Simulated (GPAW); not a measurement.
# NbP (I4_1md) in GPAW: reference runs

Aim: a first look at NbP with PBEsol, on the cell as given.

Everything below comes from runs of GPAW 26.7.0. Logs are shortened: lines on timing, memory, paths and dates and some standing lists are left out, and cuts for length are marked. The log counts tension as positive stress, the text compression.

**1. The crystal as given**

It takes space group I4_1md (No. 109, tetragonal). The conventional cell has a = 3.350 Å, b = 3.350 Å, c = 11.480 Å, α = 90.00°, β = 90.00°, γ = 90.00°. Nb (site symmetry 2mm) is surrounded by 6 P at 2.55 Å. Around P (site symmetry 2mm) lie 6 Nb at 2.55 Å.

The cell is a database's computed one.

**2. Single point, PBEsol**

run.py reads:

```python
from ase import Atoms
from ase.dft.bandgap import bandgap
from ase.io import write
from ase.units import Bohr, GPa
from gpaw import GPAW, PW, setup_paths
from gpaw.elf import elf_from_dft_calculation

setup_paths.insert(0, '.')

atoms = Atoms(['Nb', 'Nb', 'P', 'P'],
              cell=[[-1.6749232544, 1.6749232544, 5.7401081759],
                    [1.6749232544, -1.6749232544, 5.7401081759],
                    [1.6749232544, 1.6749232544, -5.7401081759]],
              scaled_positions=[[0.2498808, 0.7498808, 0.5],
                                [0.4998808, 0.4998808, 0.0],
                                [0.83274777, 0.33274777, 0.5],
                                [0.08274777, 0.08274777, 0.0]],
              pbc=True)

calc = GPAW(mode=PW(600),
            xc='PBEsol',
            kpts={'size': (11, 11, 11), 'gamma': True},
            occupations={'name': 'fermi-dirac', 'width': 0.05},
            nbands=34,
            convergence={'density': 1e-05, 'energy': 1e-05},
            maxiter=150,
            txt='gpaw.txt')
atoms.calc = calc
energy = atoms.get_potential_energy()
forces = atoms.get_forces()
stress = atoms.get_stress()
calc.write('gs.gpw')
write('result.traj', atoms)
print(f'Energy: {energy:.6f} eV')
print('Forces (eV/A):')
print(forces.round(4))
print('Stress (GPa):', (stress / GPa).round(3))
print('Fermi level:', round(calc.get_fermi_level(), 4), 'eV')
print(f'Gap: {bandgap(calc)[0]:.4f} eV, direct: {bandgap(calc, direct=True)[0]:.4f} eV')

# fields on the real-space grid
write('density.cube', atoms, data=calc.get_pseudo_density() * Bohr**3)
write('potential.cube', atoms, data=calc.get_electrostatic_potential())
write('elf.cube', atoms, data=elf_from_dft_calculation(calc).data)
```

Potentials or basis: PAW data sets generated in the run's folder for this functional, pw.

Command:

```sh
gpaw-setup -f PBEsol Nb P
OMP_NUM_THREADS=1 python run.py
```

gpaw.txt:

```text
__  _  _
 | _ |_)|_||  |
 |__||  | ||/\| - 26.7.0

Input parameters:
  mode=PW(ecut=600.0),
  convergence={'density': 1e-05, 'energy': 1e-05},
  kpts=MonkhorstPack(size=(11, 11, 11), gamma=True),
  maxiter=150,
  nbands=34,
  occupations=Occupations(name='fermi-dirac', width=0.05),
  xc=XC(name='PBEsol')

Diagonalizing LCAO Hamiltonian
Converting LCAO to pw mode

       Nb

        P

           Nb

       P

Atoms  # Å, Bohr magnetons
|   | symbol |         x |         y |        z |    initial magnetic moments |
|---|--------|-----------|-----------|----------|-----------------------------|
| 0 |     Nb |  1.674923 | -0.000000 | 2.868686 | ( 0.0000,  0.0000,  0.0000) |
| 1 |     Nb | -0.000000 |  0.000000 | 5.738740 | ( 0.0000,  0.0000,  0.0000) |
| 2 |      P |  0.000000 |  1.674923 | 3.820016 | ( 0.0000,  0.0000,  0.0000) |
| 3 |      P | -0.000000 |  0.000000 | 0.949962 | ( 0.0000,  0.0000,  0.0000) |

Unit cell  # Å
| periodic |         x |         y |         z |  lengths |     angles |
|----------|-----------|-----------|-----------|----------|------------|
|      yes | -1.674923 |  1.674923 |  5.740108 | 6.209636 | 148.703633 |
|      yes |  1.674923 | -1.674923 |  5.740108 | 6.209636 | 148.703633 |
|      yes |  1.674923 |  1.674923 | -5.740108 | 6.209636 |  44.847726 |

Number of symmetries: 4
Symmetry operations  # r_c * U_cc + t_c -> r_c
|   | kind |            matrix            |
|---|------|------------------------------|
| 0 |  σ   |  1, 1, 1,  0, 0,-1,  0,-1, 0 |
| 1 |  E   |  1, 0, 0,  0, 1, 0,  0, 0, 1 |
| 2 |  C2  |  0, 1, 0,  1, 0, 0, -1,-1,-1 |
| 3 |  σ   |  0, 0,-1,  1, 1, 1, -1, 0, 0 |

BZ-sampling:
  Number of BZ points: 1331
  Number of IBZ points: 216

  Monkhorst-Pack size: [11, 11, 11]
  Monkhorst-Pack shift: [0, 0, 0]

K-points  # in reciprocal-cell coordinates
|     |                                coordinates |     weight |
|-----|--------------------------------------------|------------|
|   0 | (  0.00000000,   0.00000000,   0.00000000) | 0.00075131 |
|   1 | (  0.09090909,  -0.09090909,  -0.09090909) | 0.00150263 |
|   2 | (  0.09090909,  -0.09090909,   0.00000000) | 0.00300526 |
|   3 | (  0.09090909,  -0.09090909,   0.09090909) | 0.00150263 |
|   4 | (  0.09090909,   0.00000000,  -0.09090909) | 0.00300526 |
|   5 | (  0.09090909,   0.00000000,   0.00000000) | 0.00300526 |
|   6 | (  0.09090909,   0.09090909,  -0.09090909) | 0.00150263 |
|   7 | (  0.18181818,  -0.18181818,  -0.18181818) | 0.00150263 |
|   8 | (  0.18181818,  -0.18181818,  -0.09090909) | 0.00300526 |
|   9 | (  0.18181818,  -0.18181818,   0.00000000) | 0.00300526 |
| ... |                                            |            |
| 215 | (  0.45454545,   0.45454545,   0.45454545) | 0.00601052 |

Plane wave coefficients: 2178
Cutoff: 600.0 eV

Spin-components: 1 (collinear spins)
Bands:           34
Projectors:      22
Spin-degeneracy: 2
Datatype:        complex128

Parallelization:
  kpt:    1
  domain: 1
  band:   1

Density:
  Valence electrons: 36.0
  Components: 1
  Grid points: [36 36 36]
  Charge: 0.0  # |e|

Potential:
  Grid points: [36 36 36]

species:
  Nb:
    name:    Niobium
    Z:       41.0
    valence: 13
    core:    28
    charge:  0.0  # [|e|]
    compensation charges:
      type: gauss
      rc: 0.40  # [Å]
      lmax: 2
    cutoffs:
      filter: 2.35  # [Å]
      core: 1.51  # [Å]
    projectors
    | kind |    occ | energy [eV] | rcut [Å] |
    |------|--------|-------------|----------|
    |   4s |  2.000 |     -58.318 |    1.323 |
    |   5s |  1.000 |      -4.011 |    1.323 |
    |   4p |  6.000 |     -34.497 |    1.323 |
    |   5p |  0.000 |      -1.086 |    1.323 |
    |   4d |  4.000 |      -3.056 |    1.244 |
    |    d |        |      24.155 |    1.244 |

    Using partial waves for Nb as LCAO basis

  P:
    name:    Phosphorus
    Z:       15.0
    valence: 5
    core:    10
    charge:  0.0  # [|e|]
    compensation charges:
      type: gauss
      rc: 0.30  # [Å]
      lmax: 2
    cutoffs:
      filter: 1.69  # [Å]
      core: 1.81  # [Å]
    projectors
    | kind |    occ | energy [eV] | rcut [Å] |
    |------|--------|-------------|----------|
    |   3s |  2.000 |     -13.916 |    0.953 |
    |   3p |  3.000 |      -5.479 |    0.953 |
    |    s |        |      13.296 |    0.953 |
    |    p |        |      21.732 |    0.953 |
    |    d |        |       0.000 |    0.953 |

    Using partial waves for P as LCAO basis

Reference energy: -226271.007482  # eV

eigensolver:
  PPCG
  Converge bands: occupied
  niter=2

density mixing:
  MSR1-Mixer
  Pratt-step length: 0.05
  Maximum mixing coefficient: 0.75
  Old densities: 10
  SVD Regularization: 0.005
  Good broyden scale: 1.0
  Trust region scale: 1.0
  Backstep threshold: 4.0
  History deletion threshold: 6.0
  Fourier metric: weight=20.0, sigma=0.015

occupation numbers:
  Fermi-Dirac:
    width: 0.0500  # eV

poisson solver:
  ecut: 4800.0  # eV

xc functional:
  name: PBEsol with 2 nearest neighbor stencil

convergence criteria:
- Maximum integral of absolute [dens]ity change: 1e-05 electrons / valence electron
- Maximum [total energy] change in last 3 cyles: 1e-05 eV / valence electron
- Maximum integral of absolute [eigenst]ate change: 4e-08 eV^2 / valence electron
maximum number of iterations: 150

SCF iterations
|iter     | |      energy | eigst |  dens |
|---------|-|-------------|-------|-------|
|iter:   1| |  -40.595377 | +0.28 |       |
|iter:   2| |  -39.939240 | -1.93 | -0.94 |
|iter:   3| |  -38.072757 | -0.91 | -1.00 |
|iter:   4| |  -38.037605 | -2.73 | -1.62 |
|iter:   5| |  -38.034566 | -3.21 | -1.92 |
|iter:   6| |  -38.034313 | -4.43 | -2.71 |
|iter:   7| |  -38.034275c| -5.65 | -3.31 |
|iter:   8| |  -38.034276c| -6.98 | -3.92 |
|iter:   9| |  -38.034274c| -7.45c| -3.91 |
|iter:  10| |  -38.034274c| -7.70c| -4.85 |
|iter:  11| |  -38.034274c| -8.69c| -5.50c|

Converged in 11 steps
Energy contributions relative to reference atoms: (reference = -226271.007482)

Energy contributions:
  Kinetic:           6.589278
  Coulomb:         -16.331104
  Zero:             -0.198606
  External:          0.000000
  Xc:              -28.091055
  Entropy:          -0.005575
  Spinorbit:         0.000000
  ----------------------------
  Free energy:     -38.037061
  Extrapolated:    -38.034274

dipole moment: (-9.918274, -11.403516, 19.856411)  # |e|*Ang

Fermi level: 10.544
Eigenvalues  # (at kpt = [0.000, 0.000, 0.000])
| band index |      eig [eV] | occ [0-2] |
|------------|---------------|-----------|
|          0 |       -44.313 |     2.000 |
|        ... |               |           |
|         10 |         4.379 |     2.000 |
|         11 |         7.526 |     2.000 |
|         12 |         8.327 |     2.000 |
|         13 |         8.327 |     2.000 |
|         14 |         8.402 |     2.000 |
|         15 |         8.824 |     2.000 |
[... 8 lines left out ...]
|         24 |        14.612 |     0.000 |
|         25 |        14.612 |     0.000 |
|        ... |               |           |
|         33 |        23.373 |     0.000 |

No gap
No difference between direct/indirect transitions

Forces  # eV/Ang
|       x |       y |        z |
|---------|---------|----------|
| 0.00000 | 0.00000 |  0.01527 |  # Nb   0
| 0.00000 | 0.00000 |  0.01465 |  # Nb   1
| 0.00000 | 0.00000 | -0.01485 |  # P    2
| 0.00000 | 0.00000 | -0.01511 |  # P    3

Stress tensor  # eV/Ang^3
|        x |        y |        z |
|----------|----------|----------|
| 0.041403 | 0.000000 | 0.000000 |
| 0.000000 | 0.041402 | 0.000000 |
| 0.000000 | 0.000000 | 0.042652 |

# Writing to gs.gpw (mode='')
```

Run time: 9.6 min. Hardware: 1 thread of Arm Neoverse V2, shared host; peak memory 0.56 GiB.

Results:

- Free energy: -38.0371 eV
- Pressure: -6.7 GPa
- Largest force: 0.015 eV/Å
- Band gap on the k mesh: none (metal or under the smearing width)

Forces in eV/Å, atoms in the order of the input:
```
Nb   0.000  0.000  0.015
Nb   0.000  0.000  0.015
P    0.000  0.000 -0.015
P    0.000  0.000 -0.015
```

Stress tensor (GPa, compression positive):
```
-6.63  0.00  0.00
 0.00 -6.63  0.00
 0.00  0.00 -6.83
```

Levels at points of the mesh, in eV from the Fermi level:
```csv
k point,band 14,band 15,band 16,band 17,band 18,band 19,band 20,band 21,band 22,band 23
"(0.00, 0.00, 0.00)",-2.22,-2.14,-1.72,-1.34,-1.34,0.84,1.60,2.64,3.14,3.14
```

Caveat: the program warned that so skewed a cell can give wrong results.
